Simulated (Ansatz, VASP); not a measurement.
**One calculation of FeO (Wuestite), two programs**

The input INCAR:

```
SYSTEM = FeO
PREC = Accurate
ENCUT = 520
EDIFF = 1E-7
ISMEAR = -1
SIGMA = 0.05
LREAL = .FALSE.
LASPH = .TRUE.
NELM = 120
ALGO = Normal
ISIF = 2
LWAVE = .FALSE.
LCHARG = .FALSE.
ISPIN = 2
MAGMOM = 3 0
LORBIT = 11
LMAXMIX = 4
GGA = PE
NBANDS = 18
```

The input KPOINTS:

```
regular mesh
0
G
  11 11 11
  0 0 0
```

The input POSCAR:

```
FeO
1.0
    1.5388076799      0.8884310282      2.5527334195
   -1.5388076799      0.8884310282      2.5527334195
    0.0000000000     -1.7768620564      2.5527334195
Fe O
1 1
Direct
    0.0000000000      0.0000000000      0.0000000000
    0.5000000000      0.5000000000      0.5000000000
```

input.yaml

```yaml
crystal:
  lattice:
    - [1.5388076799, 0.8884310282, 2.5527334195]
    - [-1.5388076799, 0.8884310282, 2.5527334195]
    - [0.0, -1.7768620564, 2.5527334195]
  atoms:
    - { symbol: Fe, position: [0.0, 0.0, 0.0], spin: 3.0 }
    - { symbol: O, position: [0.5, 0.5, 0.5] }
hamiltonian:
  xc: pbe
  pseudopotentials: { kind: paw }
magnetization:
  spin_polarized: true
kpoints:
  mp_grid: { grid: [11, 11, 11] }
scf:
  occupations: { method: fermi_dirac, width: 0.05 }
output:
  forces: true
  stress: true
  eigenvalues: true
  write_density: true
  write_potential: true
  elf: true
  volumetric_format: npy
```

Change from the starting cell: volume scaled by 1.04.

Alike in both runs: task single point; functional PBE; k mesh 11 × 11 × 11; occupations fermi-dirac, width 0.05 eV; collinear spin, ferromagnetic start.

|  | VASP | Ansatz |
| --- | --- | --- |
| version | VASP 6.6.1 | Ansatz 0.2.0 |
| potentials or method | VASP PAW PBE potentials, release 64 (Fe, O) | Ansatz PAW |
| plane-wave cutoff (eV) | 520 | 420 |
| valence electrons in the cell | 14 | 22 |

Ansatz gave:

```
gap on the k mesh at the Fermi level (eV)                     : none
pressure (GPa)                                                : -7.6
largest component of the traceless stress (GPa)               : 0.68
net moment per atom (μB)                                      : 2.00
size of the moment on the site where the two differ most (μB) : 3.47
```

Problem. Which values does VASP return?

Solution. gap on the k mesh at the Fermi level (eV): none; pressure (GPa): -7.6; largest component of the traceless stress (GPa): 0.72; net moment per atom (μB): 2.00; size of the moment on the site where the two differ most (μB): 3.62.

Site moments also hang on the region over which each program counts them. A gap of «none» marks a metal or a gap that the smearing closes. The two sets of potentials don't hold the same shells in valence.

Caveats: a cell with one magnetic atom can't hold antiferromagnetic order, which such compounds often take; semilocal functionals often make such compounds metallic where correlation or magnetic order opens a gap, which also shifts bond lengths; the pressure holds a Pulay correction of +0.6 GPa for the finite cutoff (Ansatz).
